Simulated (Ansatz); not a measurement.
# Ru (P6_3/mmc) in Ansatz: notebook

The runs below take Ru through band structure, single point, equation of state, with BLYP, LDA, PBE+D3(BJ).

Everything below comes from runs of Ansatz 0.2.0. Logs are shortened: lines on timing, memory, paths and dates and some standing lists are left out, and cuts for length are marked.

**1. The structure**

The structure is hexagonal, space group P6_3/mmc (No. 194). Conventional cell: a = 2.706 Å, b = 2.706 Å, c = 4.282 Å, α = 90.00°, β = 90.00°, γ = 120.00°. Around Ru (site symmetry -6m2) lie 12 Ru at 2.65 to 2.71 Å.

**2. Band structure, BLYP**

File input.yaml:

```yaml
crystal:
  lattice:
    - [2.7058, 0.0, 0.0]
    - [-1.3529, 2.3432915376, 0.0]
    - [0.0, 0.0, 4.2819]
  atoms:
    - { symbol: Ru, position: [0.6666666667, 0.3333333333, 0.75] }
    - { symbol: Ru, position: [0.3333333333, 0.6666666667, 0.25] }
kpoints:
  mp_grid: { grid: [11, 11, 6] }
  band_path:
    path:
      - [0.0, 0.0, 0.0]
      - [0.5, 0.0, 0.0]
      - [0.3333333333, 0.3333333333, 0.0]
      - [0.0, 0.0, 0.0]
      - [0.0, 0.0, 0.5]
      - [0.5, 0.0, 0.5]
      - [0.3333333333, 0.3333333333, 0.5]
      - [0.0, 0.0, 0.5]
    npoints: 8
scf:
  occupations: { method: fermi_dirac, width: 0.05 }
hamiltonian:
  xc: blyp
  pseudopotentials: { kind: all_electron, lapw: { basis_error: 0.001 } }
output:
  forces: true
  stress: true
  eigenvalues: true
```

Potentials or basis: all-electron LAPW, scalar-relativistic.

Started as:

```console
> ansatz run input.yaml --threads 1 --pin off --max-ram 3072MiB --backend cpu --events-out ev --progress --plain --runs-dir out
```

Log:

```text
Warning: RAYON_NUM_THREADS=1 ignored (pool sized by the plan → 1); use --threads N
LAPW: plane waves up to 8.580 Å⁻¹, error target 1.0e-3 eV per atom; small_component_spin mean_spin; Ru in spheres of 1.325 Å, 26 of its electrons in bands, Dirac shells [] (how accurate: hamiltonian.pseudopotentials.lapw.basis_error, Limitations)
Engine: ansatz 0.2.0, x86_64-unknown-linux-gnu
Pseudopotentials: kind: all_electron
Pseudopotential: Ru, LAPW, valence charge 26, lapw/all_electron/scalar/gaussian/Ru, Koelling and Harmon's equation, gaussian nucleus
Functional definition: BLYP
  parameter beta = 0.0042
  parameter a = 0.04918
  parameter b = 0.132
  parameter c = 0.2533
  parameter d = 0.349
  exchange = b88_x(beta = beta)
  correlation = lyp_c(a = a, b = b, c = c, d = d)
Crystal: 2 atoms, lattice volume = 27.149 Å³
Basis set: ecut = 280.4650892776188 eV, 299 PW (Γ), exchange–correlation at level 2
Bands: 32, of which v1, the nominal top of the filled ones, is band 26 counted from 1 (25 counted from 0)
Symmetry: 24 space group operations
Space group: P63/mmc (ITA 194), of the structure as read, at distance tolerance 3.0e-5 Å
k-points: 64 of 726
Non-local potential: Ru, projectors of the file, none
Initial density: superposition of atomic densities (chi_scale 0.1, normalization cell)
Initial wavefunctions: plane waves of lowest kinetic energy (no species holds an atomic orbital)
Functional: x = b88, c = lyp
iter 1 solved again at ethr=3.81e-4 eV; its pass at ethr=1.00e-1 eV (dr2=1.98e-1 eV) is discarded
SCF iter   1: F=—  HF=-246618.670112 eV  |F-HF|=—  |Δ(HF+E_count)|=         —  Δρ=3.93e-2  dr2=1.99e-1  ethr=3.81e-4  ⟨swp⟩=2.8  Hψ=13373  notcnv=0
preconditioner: auto → Kerker (q_TF=auto, 3.040 Å⁻¹)  [metal: Δε(μ)=0.071 eV  Ē_g=9.198 eV  σ=0.050 eV  W_gap=0.33  n_scr=10 (ndim 8)  ℏωp=28.5 eV  f_vac=0.000  D(μ)=1.90/eV (n_scr^D=22)]
iter 2 solved again at ethr=2.83e-5 eV; its pass at ethr=3.81e-4 eV (dr2=1.47e-2 eV) is discarded
SCF iter   2: F=—  HF=-246617.832027 eV  |F-HF|=—  |Δ(HF+E_count)|=   8.38e-1  Δρ=9.01e-3  dr2=1.47e-2  ethr=2.83e-5  ⟨swp⟩=2.0  Hψ=10627  notcnv=0
SCF iter   3: F=—  HF=-246617.801644 eV  |F-HF|=—  |Δ(HF+E_count)|=   3.04e-2  Δρ=8.58e-3  dr2=1.33e-2  ethr=2.83e-5  ⟨swp⟩=2.0  Hψ=6011  notcnv=0
SCF iter   4: F=—  HF=-246617.800632 eV  |F-HF|=—  |Δ(HF+E_count)|=   1.01e-3  Δρ=3.71e-3  dr2=3.09e-3  ethr=2.55e-5  ⟨swp⟩=2.0  Hψ=6044  notcnv=0
SCF iter   5: F=—  HF=-246617.801178 eV  |F-HF|=—  |Δ(HF+E_count)|=   5.47e-4  Δρ=9.66e-4  dr2=2.46e-4  ethr=5.94e-6  ⟨swp⟩=2.3  Hψ=6010  notcnv=0
SCF iter   6: F=—  HF=-246617.801204 eV  |F-HF|=—  |Δ(HF+E_count)|=   2.60e-5  Δρ=1.61e-4  dr2=5.35e-6  ethr=4.73e-7  ⟨swp⟩=2.2  Hψ=5986  notcnv=0
SCF iter   7: F=—  HF=-246617.801204 eV  |F-HF|=—  |Δ(HF+E_count)|=   4.77e-7  Δρ=2.69e-5  dr2=1.89e-7  ethr=1.03e-8  ⟨swp⟩=3.0  Hψ=6285  notcnv=0
SCF iter   8: F=-246617.801204 eV  HF=-246617.801204 eV  |F-HF|=2.62e-10  |Δ(HF+E_count)|=   2.09e-8  Δρ=7.91e-6  dr2=1.66e-8  ethr=3.64e-10  ⟨swp⟩=2.9  Hψ=6088  notcnv=0
SCF 1 converged in 8 iterations: F = -246617.801204 eV  dr2 = 1.66e-8
NSCF: frozen V_eff on 57 k-points
SCF converged after 8 iterations
Free energy (F): -246617.801204 eV
Harris-Foulkes:  -246617.801204 eV  (|F-HF|=2.62e-10)
Internal energy: -246617.784560 eV  (E = F + TS)
E sigma→0 (E₀):  -246617.792882 eV
Entropy (-TS):   -0.016643 eV (-8.322 meV/atom)
Fermi energy:    26.224900 eV
--- Per-component energies (eV) ---
  E_band       = -4884.179818
  E_kinetic    = 256476.692672
  E_xc         = -7312.091877
  E_electrostatic = -495782.385356  (all electrons and nuclei)
  E_smearing   = -0.016643  (= −TS)
  E_closure    = 0.000000  (closes the sum)
  E_atoms      = -246602.025930  (free atoms, spherical and without spin; not in F)
  Σ components = -246617.801204   (vs F -246617.801204, Δ=0.00e0)
  Basis errors (estimates in eV, not in F): energy 2.0e-4 per atom: plane waves 1.9e-4 (9.8e-5 summed), levels above the bands 5.0e-104, relativity 6.2e-8, radial functions 1.5e-5, core shells 1.3e-6; eigenvalues (radial functions only) 1.7e-6; not estimated: angular momenta, meshes, grids; target (lapw.basis_error) 1.0e-3; muffin-tin radii Ru 1.325 Å
--- Forces (eV/Å), atoms counted from 1 ---
  atom   1  Ru     0.00000000     0.00000000    -0.00000000
  atom   2  Ru     0.00000000    -0.00000000     0.00000000
  max |Σ_I F_I| component: 2.78e-17 eV/Å
--- Stress (GPa, compression-positive) ---
       18.929904      -0.000000      -0.000000
        0.000000      18.929904      -0.000000
       -0.000000      -0.000000      18.944799
  P = ⅓ Tr σ = 18.9349 GPa (189.349 kbar)
--- Band table (eV; the first three rows and the last of 64) ---
  k-point 0: bands = ["-243.4142", "-243.4142", "-243.4068", "-243.4068", "-243.4068", "-243.4068", "-243.4025", "-243.4025", "-243.4025", "-243.4025", "-46.8000", "-46.5950", "-17.2950", "-16.3614", "-16.3614", "-16.1900", "-16.1900", "-16.1463", "18.5061", "20.1653", "23.6914", "23.6914", "23.8618", "24.3611", "24.3611", "24.8805", "24.8805", "27.4590", "27.4590", "27.8728", "36.6295", "41.4303"]
  k-point 1: bands = ["-243.4142", "-243.4142", "-243.4068", "-243.4068", "-243.4068", "-243.4068", "-243.4025", "-243.4025", "-243.4025", "-243.4025", "-46.7865", "-46.6089", "-17.2214", "-16.3500", "-16.3500", "-16.2269", "-16.2016", "-16.2016", "18.8137", "20.2682", "23.5393", "23.5393", "23.7191", "24.1893", "24.1893", "25.2731", "25.2731", "26.8747", "27.4626", "27.4626", "37.9444", "40.9272"]
  k-point 2: bands = ["-243.4142", "-243.4142", "-243.4068", "-243.4068", "-243.4068", "-243.4068", "-243.4025", "-243.4025", "-243.4025", "-243.4025", "-46.7494", "-46.6469", "-17.0180", "-16.4442", "-16.3188", "-16.3188", "-16.2331", "-16.2331", "19.6153", "20.4786", "23.4173", "23.4173", "23.4525", "23.8283", "23.8283", "25.0147", "26.0486", "26.0486", "27.3081", "27.3081", "40.6167", "40.6181"]
  k-point 63: bands = ["-243.4142", "-243.4142", "-243.4068", "-243.4068", "-243.4068", "-243.4068", "-243.4025", "-243.4025", "-243.4025", "-243.4025", "-46.5798", "-46.5798", "-17.0709", "-17.0709", "-16.7651", "-16.7651", "-16.3478", "-16.3478", "21.4606", "21.4606", "22.3837", "22.3837", "23.6459", "23.6459", "25.1923", "25.1923", "27.5586", "27.5586", "34.1957", "34.1957", "37.2540", "37.2540"]
```

It took 45 s on 1 thread of Intel Xeon at 2.50GHz (Skylake/Cascade Lake), shared host; peak memory 0.39 GiB.

Results:

```
Free energy             : -246617.8012 eV
Pressure                : 18.9 GPa
Band gap along the path : none (metal or under the smearing width)
```

Levels at the corners of the path, in eV from the Fermi level:
| point | band 23 | band 24 | band 25 | band 26 | band 27 | band 28 | band 29 | band 30 |
| --- | --- | --- | --- | --- | --- | --- | --- | --- |
| Γ | -2.36 | -1.86 | -1.86 | -1.34 | -1.34 | 1.23 | 1.23 | 1.65 |
| M | -1.98 | -1.57 | -1.44 | 1.47 | 1.89 | 1.96 | 4.22 | 6.29 |
| K | -2.74 | -2.74 | -1.00 | 1.06 | 1.06 | 1.49 | 7.26 | 7.37 |
| Γ | -2.36 | -1.86 | -1.86 | -1.34 | -1.34 | 1.23 | 1.23 | 1.65 |
| A | -2.70 | -2.70 | -2.56 | -2.56 | 0.59 | 0.59 | 0.59 | 0.59 |
| L | -1.00 | -1.00 | 0.60 | 0.60 | 1.72 | 1.72 | 3.61 | 3.61 |
| H | -2.57 | -2.57 | -1.13 | -1.13 | 1.28 | 1.28 | 8.66 | 8.66 |
| A | -2.70 | -2.70 | -2.56 | -2.56 | 0.59 | 0.59 | 0.59 | 0.59 |

Caveat: so large a pressure means that the cell lies far from this level's equilibrium, or that cutoff or potentials fall short.

**3. Band structure, LDA, spin-orbit coupling, no magnetisation**

input.yaml, as its differences from that of step 2:

```diff
@@ -9,3 +9,3 @@
 kpoints:
-  mp_grid: { grid: [11, 11, 6] }
+  mp_grid: { grid: [8, 8, 5] }
   band_path:
@@ -20,3 +20,3 @@
       - [0.0, 0.0, 0.5]
-    npoints: 8
+    npoints: 12
 scf:
@@ -24,4 +24,7 @@
 hamiltonian:
-  xc: blyp
+  xc: lda
   pseudopotentials: { kind: all_electron, lapw: { basis_error: 0.001 } }
+magnetization:
+  noncollinear: true
+  spin_orbit: true
 output:
```

Potentials or basis: all-electron LAPW, relativistic spinors.

Started as:

```console
> ansatz run input.yaml --threads 1 --pin off --max-ram 3072MiB --backend cpu --events-out ev --progress --plain --runs-dir out
```

It took 3.7 min on 1 thread of Intel Xeon at 2.50GHz (Skylake/Cascade Lake), shared host; peak memory 0.62 GiB.

It converged, with:

| Property | Result |
| --- | --- |
| Free energy | -246392.8679 eV |
| Pressure | -12.5 GPa |
| Band gap along the path | none (metal or under the smearing width) |

Stress tensor (GPa, compression positive):
```
-11.99   0.00   0.00
  0.00 -11.99   0.00
  0.00   0.00 -13.53
```

Levels at the corners of the path, in eV from the Fermi level:
| point | band 50 | band 51 | band 52 | band 53 | band 54 | band 55 |
| --- | --- | --- | --- | --- | --- | --- |
| Γ | -1.77 | -1.42 | -1.42 | -1.28 | -1.28 | 1.13 |
| M | -1.50 | 1.47 | 1.47 | 1.83 | 1.83 | 2.02 |
| K | -1.05 | 0.97 | 0.97 | 1.11 | 1.11 | 1.48 |
| Γ | -1.77 | -1.42 | -1.42 | -1.28 | -1.28 | 1.13 |
| A | -2.62 | -2.62 | -2.62 | 0.54 | 0.54 | 0.54 |
| L | 0.46 | 0.46 | 0.46 | 1.73 | 1.73 | 1.73 |
| H | -1.28 | -1.06 | -1.06 | 1.24 | 1.24 | 1.29 |
| A | -2.62 | -2.62 | -2.62 | 0.54 | 0.54 | 0.54 |

Caveat: the k mesh is thin for a metal, which can move the energy by tens of meV per atom.

**4. Band structure, LDA**

input.yaml, as its differences from that of step 3:

```diff
@@ -9,3 +9,3 @@
 kpoints:
-  mp_grid: { grid: [8, 8, 5] }
+  mp_grid: { grid: [11, 11, 6] }
   band_path:
@@ -20,3 +20,3 @@
       - [0.0, 0.0, 0.5]
-    npoints: 12
+    npoints: 8
 scf:
@@ -26,5 +26,2 @@
   pseudopotentials: { kind: all_electron, lapw: { basis_error: 0.001 } }
-magnetization:
-  noncollinear: true
-  spin_orbit: true
 output:
```

Potentials or basis: all-electron LAPW, scalar-relativistic.

Started as:

```console
> ansatz run input.yaml --threads 1 --pin off --max-ram 3072MiB --backend cpu --events-out ev --progress --plain --runs-dir out
```

It took 43 s on 1 thread of Intel Xeon at 2.50GHz (Skylake/Cascade Lake), shared host; peak memory 0.39 GiB.

Results (log left out):

```
Free energy             : -246349.8276 eV
Pressure                : -12.1 GPa
Band gap along the path : none (metal or under the smearing width)
```

Stress tensor (GPa, compression positive):
```
-11.84   0.00   0.00
  0.00 -11.84   0.00
  0.00   0.00 -12.72
```

Levels at the corners of the path, in eV from the Fermi level:
```csv
point,band 22,band 23,band 24,band 25,band 26,band 27,band 28,band 29,band 30,band 31
Γ,-2.54,-2.37,-1.86,-1.86,-1.33,-1.33,1.27,1.27,1.34,10.31
M,-2.96,-2.01,-1.74,-1.47,1.51,1.93,2.01,4.14,6.17,11.03
K,-3.71,-2.78,-2.78,-1.01,1.09,1.09,1.53,7.10,7.22,7.22
Γ,-2.54,-2.37,-1.86,-1.86,-1.33,-1.33,1.27,1.27,1.34,10.31
A,-2.71,-2.71,-2.71,-2.67,-2.67,0.62,0.62,0.62,0.62,14.44
L,-4.48,-0.99,-0.99,0.51,0.51,1.77,1.77,3.45,3.45,10.55
H,-4.05,-2.66,-2.66,-1.12,-1.12,1.31,1.31,8.49,8.49,10.80
A,-2.71,-2.71,-2.71,-2.67,-2.67,0.62,0.62,0.62,0.62,14.44
```

[end of part 1 of 2]
